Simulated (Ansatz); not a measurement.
## MoS₂ (P-6m2), random displacements

Method: DFT PBEsol, scalar-relativistic, plane waves, PAW in Ansatz 0.2.0. Settings: plane waves to 420 eV, k-mesh 12×12×1 (Γ-centred), Gaussian smearing 0.05 eV. No spin polarisation. Energies are free energies at this smearing, counted from the undisturbed cell; pressure is positive in compression.

The starting cell (relaxed at this level; this form isn't the usual structure):

```xyz
9
Lattice="3.1407 0.0000 0.0000 -1.5704 2.7200 0.0000 0.0000 0.0000 28.0139" Properties=species:S:1:pos:R:3 pbc="T T T"
Mo    1.5704    0.9067    0.0000
Mo    0.0000    1.8133   21.7257
Mo    0.0000    1.8133    6.2882
S     0.0000    1.8133    1.5593
S     1.5704    0.9067   23.2851
S     1.5704    0.9067    7.8463
S     0.0000    1.8133   26.4546
S     1.5704    0.9067   20.1677
S     1.5704    0.9067    4.7288
```

The cell holds layers and no dispersion correction was added, so their binding is poorly described.

The atoms are displaced (Å, in the unstrained cell):

```
atom ux uy uz
 Mo1  -0.315  -0.096  -0.284
 Mo2  -0.008   0.009   0.104
 Mo3  -0.100   0.123  -0.090
  S4   0.214   0.360   0.036
  S5  -0.091  -0.254   0.176
  S6   0.115   0.129  -0.253
  S7   0.185  -0.283  -0.186
  S8   0.127   0.216   0.323
  S9  -0.127  -0.203   0.173
```

Strain (Voigt, engineering shear): (-0.0105, -0.0007, -0.0069, -0.0056, -0.0336, 0.0131).

What are the energy change, the stress and the forces?

ΔE = 928.3 meV/atom; stress (xx, yy, zz, yz, xz, xy; compression positive) (13.23, 12.76, 27.49, -8.04, 9.73, -1.27) GPa.
| atom | Fx (eV/Å) | Fy | Fz |
| --- | --- | --- | --- |
| Mo1 | 8.66 | -1.99 | 9.10 |
| Mo2 | 3.67 | 0.90 | 5.76 |
| Mo3 | 2.95 | -7.01 | 4.41 |
| S4 | -0.56 | -2.12 | -0.67 |
| S5 | 0.58 | 2.46 | 0.71 |
| S6 | -2.51 | -0.52 | 5.17 |
| S7 | -8.10 | 4.11 | -8.28 |
| S8 | -4.27 | -3.36 | -6.57 |
| S9 | -0.43 | 7.55 | -9.63 |

Cost: 1 run of about 2.4 core-minutes, on Intel Xeon Processor @ 2.50GHz (Skylake/Cascade Lake) (shared hosts).